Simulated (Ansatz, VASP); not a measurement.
This is a calculation of Ti for Ansatz 0.2.0.

The input input.yaml:

```yaml
crystal:
  lattice:
    - [-1.641, 1.641, 1.641]
    - [1.641, -1.641, 1.641]
    - [1.641, 1.641, -1.641]
  atoms:
    - { symbol: Ti, position: [0.0, 0.0, 0.0] }
hamiltonian:
  xc: lda
  pseudopotentials: { kind: paw }
kpoints:
  mp_grid: { grid: [11, 11, 11] }
scf:
  occupations: { method: fermi_dirac, width: 0.05 }
output:
  forces: true
  stress: true
  eigenvalues: true
relax:
  f_tol: 0.01
  max_steps: 40
  cell: { stress_tol: 0.05 }
```

Potentials or basis: Ansatz PAW.

Command:

```sh
$ ansatz run input.yaml --threads 2 --pin off --max-ram 5632MiB --backend cpu --events-out ev --progress --plain --runs-dir out
```

**Question.** Translate it to VASP 6.6.1. Potentials there: VASP PAW LDA potentials, release 64 (Ti_sv).

**Answer.** As run (the cutoff follows the program's own potentials):

The input INCAR:

```
SYSTEM = Ti
PREC = Accurate
ENCUT = 600
EDIFF = 1E-6
ISMEAR = -1
SIGMA = 0.05
LREAL = .FALSE.
LASPH = .TRUE.
NELM = 60
ALGO = Normal
ISIF = 3
LWAVE = .FALSE.
LCHARG = .FALSE.
IBRION = 2
NSW = 60
EDIFFG = -0.01
```

Contents of KPOINTS:

```
regular mesh
0
G
  11 11 11
  0 0 0
```

POSCAR

```
Ti
1.0
   -1.6410000000      1.6410000000      1.6410000000
    1.6410000000     -1.6410000000      1.6410000000
    1.6410000000      1.6410000000     -1.6410000000
Ti
1
Direct
    0.0000000000      0.0000000000      0.0000000000
```

Potentials or basis: VASP PAW LDA potentials, release 64 (Ti_sv).

Command:

```console
$ cat potpaw_LDA.64/Ti_sv/POTCAR > POTCAR
$ mpirun -np 1 vasp_std > vasp.out
```

Both were run:

|  | VASP | Ansatz | Ansatz less VASP |
| --- | --- | --- | --- |
| gap on the k mesh at the Fermi level, each at its own relaxed structure (eV) | none | none | - |
| relaxed volume (Å³/atom) | 15.83 | 15.85 | +0.018 |
| relaxed cell length with the largest relative difference (Å) | 2.740 | 2.741 | +0.0010 |
| energy change over the relaxation (meV/atom) | -69 | -68 | +1.3 |

A gap of «none» marks a metal or a gap that the smearing closes.

Caveats: the volume moved by -10 % from the deposited cell, more than functionals usually miss (VASP); the plane-wave basis is chosen anew once the cell has moved, so the energies of steps on either side of that aren't comparable (Ansatz); the PAW data sets come from PBE, with cores solved anew for the run's functional, which leaves a small shift of forces and pressure (Ansatz). LDA usually gives volumes a few per cent too small. Zero-point motion and thermal expansion aren't in these numbers.
